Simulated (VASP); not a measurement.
# YN in VASP: how settings move the r2SCAN single point

Aim: see what changed inputs do to the r2SCAN single point of YN in the rocksalt structure, under -3.0 % equal strain in all directions.

Code: VASP 6.6.1. PAW datasets, plane waves. Calculated at 0 K for a non-magnetic (in the reference) cell.

## (1) The cell

The cell comes from an earlier relaxation with r2SCAN in another program. Some of the altered inputs switch spin polarisation on.

Space group Fm-3m (No. 225), cubic; conventional cell a = 4.749 Å, 13.39 Å³ an atom. Y has 6 N at 2.37 Å; N has 6 Y at 2.37 Å.

Structure file:

```
CELL_PARAMETERS angstrom
0.00000 2.37461 2.37461
2.37461 0.00000 2.37461
2.37461 2.37461 0.00000
ATOMIC_POSITIONS crystal
Y 0.00000 0.00000 0.00000
N 0.50000 0.50000 0.50000
```

## (2) Baseline

INCAR

```
ENCUT = 520.000000
SIGMA = 0.020000
EDIFF = 1.00e-07
ALGO = Normal
METAGGA = R2SCAN
PREC = Accurate
IBRION = -1
ISIF = 2
ISMEAR = -1
NBANDS = 15
NELM = 120
NSW = 0
LASPH = .TRUE.
LCHARG = .FALSE.
LWAVE = .FALSE.
LREAL = .FALSE.
```

KPOINTS

```
KPOINTS created by Atomic Simulation Environment
0
Gamma
10 10 10
0 0 0
```

POSCAR

```
Y  N
 1.0000000000000000
     0.0000000000000000    2.3746066984000000    2.3746066984000000
     2.3746066984000000    0.0000000000000000    2.3746066984000000
     2.3746066984000000    2.3746066984000000    0.0000000000000000
 Y   N
   1   1
Cartesian
  0.0000000000000000  0.0000000000000000  0.0000000000000000
  2.3746066984000000  2.3746066984000000  2.3746066984000000
```

A file KPOINTS_OPT adds named points for the levels; it doesn't enter the self-consistent loop.

Potentials: the recommended PBE PAW datasets, 16 valence electrons.

Started as:

```sh
mpirun -np 1 vasp_std
```

## (3) Variant 1

INCAR: that of step 2 with these lines changed.

```diff
@@ -15,2 +15,3 @@
 LWAVE = .FALSE.
-LREAL = .FALSE.
+NELECT = 15.5
+LREAL = .TRUE.
```

KPOINTS

```
KPOINTS created by Atomic Simulation Environment
0
Monkhorst-Pack
10 10 10
0 0 0
```

POSCAR is that of step 2.

## (4) Variant 2

INCAR: that of step 2 with these lines changed.

```diff
@@ -10,3 +10,2 @@
 NBANDS = 15
-NELM = 120
 NSW = 0
@@ -16 +15,4 @@
 LREAL = .FALSE.
+ISPIN = 2
+MAGMOM = 0.5 0.5
+NELM = 85
```

KPOINTS is that of step 2.

POSCAR is that of step 2.

## (5) Variant 3

INCAR: that of step 2 with these lines changed.

```diff
@@ -10,3 +10,2 @@
 NBANDS = 15
-NELM = 120
 NSW = 0
@@ -16 +15,2 @@
 LREAL = .FALSE.
+NELM = 93
```

KPOINTS

```
KPOINTS created by Atomic Simulation Environment
0
Monkhorst-Pack
10 10 10
0 0 0
```

POSCAR is that of step 2.

## (6) Variant 4

INCAR

```
ENCUT = 520.000000
EDIFF = 1.00e-07
ALGO = Normal
METAGGA = R2SCAN
PREC = Accurate
IBRION = -1
ISIF = 2
NBANDS = 15
NSW = 0
LASPH = .TRUE.
LCHARG = .FALSE.
LWAVE = .FALSE.
LREAL = .FALSE.
NELM = 79
ISMEAR = 0
SIGMA = 3.0
```

KPOINTS is that of step 2.

POSCAR is that of step 2.

Before running it: what results should come out? Wanted: for each run, changed; ending; energy change; pressure; electronic steps; usable.

The runs gave:

| run | changed | ending | energy change (meV/atom) | pressure (GPa) | gap on the mesh (eV; negative: overlap) | electronic steps | time | usable |
| --- | --- | --- | --- | --- | --- | --- | --- | --- |
| ref. | – | converged | 0 | 18.8 | 0.42 | 15 | 99 s | yes |
| 1 | NELECT = 15.5, LREAL = .TRUE., shifted mesh | converged | – | 5.2 | – | 15 | 4.4 min | no |
| 2 | ISPIN = 2, MAGMOM = 0.5 0.5, NELM = 85 | converged | 0.0 | 18.8 | – | 15 | 2.8 min | yes |
| 3 | NELM = 93, shifted mesh | converged | -0.3 | 18.8 | 0.77 | 14 | 3.2 min | yes |
| 4 | ISMEAR = 0, SIGMA = 3 | converged | 205.2 | 21.5 | 0.77 | 15 | 91 s | no |

Of 4 altered inputs, 2 ended normally on a faulty or unsound input, 2 gave usable results. Among the usable ones with comparable energies, «NELM = 93, shifted mesh» moves the energy most, by -0.3 meV/atom.
